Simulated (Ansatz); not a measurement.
**Hf2S: pulling the crystal apart**

This session takes Hf2S and sets out to open the crystal across a (0 0 1) plane.

Program: Ansatz 0.2.0. Level of theory: DFT PBEsol, scalar-relativistic, plane waves, PAW. These are calculated values, not measurements.

### Step 1. The starting structure

The structure is hexagonal, space group P6_3/mmc (No. 194). The conventional cell has a = 3.347 Å, b = 3.347 Å, c = 11.664 Å, α = 90.00°, β = 90.00°, γ = 120.00°. Around Hf (site symmetry 3m) lie 3 S at 2.60 Å. Around S (site symmetry -6m2) lie 6 Hf at 2.60 Å.

Structure file:

```
Hf S
1.0
    -3.34653    0.00000    0.00000
    -1.67327   -2.89818    0.00000
     0.00000    0.00000   11.66424
Hf S
4 2
Direct
  0.66667 0.66667 0.89862
  0.33333 0.33333 0.39862
  0.66667 0.66667 0.60138
  0.33333 0.33333 0.10138
  0.00000 0.00000 0.75000
  0.00000 0.00000 0.25000
```

It goes back to an entry of the Materials Project, which need not be the stable form.

It is the result of an earlier relaxation at this level (volume 18.85 Å³/atom; gap on the mesh: none (metal)).

### Step 2. The reference: the undisturbed cell on the scan's mesh

input.yaml reads:

```yaml
crystal:
  lattice:
    - [-3.3465310252, 0.0, 0.0]
    - [-1.6732655126, -2.8981808824, 0.0]
    - [0.0, 0.0, 11.6642358425]
  atoms:
    - { symbol: Hf, position: [0.6666666667, 0.6666666667, 0.8986176343] }
    - { symbol: Hf, position: [0.3333333333, 0.3333333333, 0.3986176343] }
    - { symbol: Hf, position: [0.6666666667, 0.6666666667, 0.6013823657] }
    - { symbol: Hf, position: [0.3333333333, 0.3333333333, 0.1013823657] }
    - { symbol: S, position: [0.0, 1.0, 0.75] }
    - { symbol: S, position: [0.0, 0.0, 0.25] }
basis:
  ecutwfc: 420
kpoints:
  mp_grid: { grid: [16, 16, 4] }
hamiltonian:
  xc: pbesol
scf:
  occupations: { method: gaussian, width: 0.15 }
output:
  forces: true
  stress: true
  eigenvalues: true
  write_density: true
  write_potential: true
  elf: true
  volumetric_format: npy
```

Launch:

```console
> ansatz run input.yaml --threads 2 --pin off --max-ram 5120MiB --backend cpu --events-out ev --progress --plain --runs-dir out
```

Further runs follow: point d = 1.00 Å; d = 3.00 Å; At d = 0.50 Å; d = 2.00 Å; d = 6.00 Å; point d = -0.30 Å; At d = 0.25 Å; d = 1.50 Å; point d = 4.50 Å; point d = 0.75 Å; point d = -0.15 Å.

Q: Predict the outcome of this session. Wanted: largest traction sampled.

**Answer**, as computed:

```
                quantity                   value
    energy at d = 6.00 Å               4.92 J/m²
largest traction sampled  25.4 GPa at d = 0.75 Å
```

What this shows: At the widest gap the traction has died away, so 4.92 J/m² is the unrelaxed work of separation, the sum of the two faces' energies. The traction peaks at 25.4 GPa near 0.75 Å, an estimate of the ideal strength of rigid blocks on this coarse sampling. The runs treat Hf without spin-orbit coupling. Layers here are held mostly by dispersion, which this level lacks, so their spacing and the stiffness across them are unreliable there.
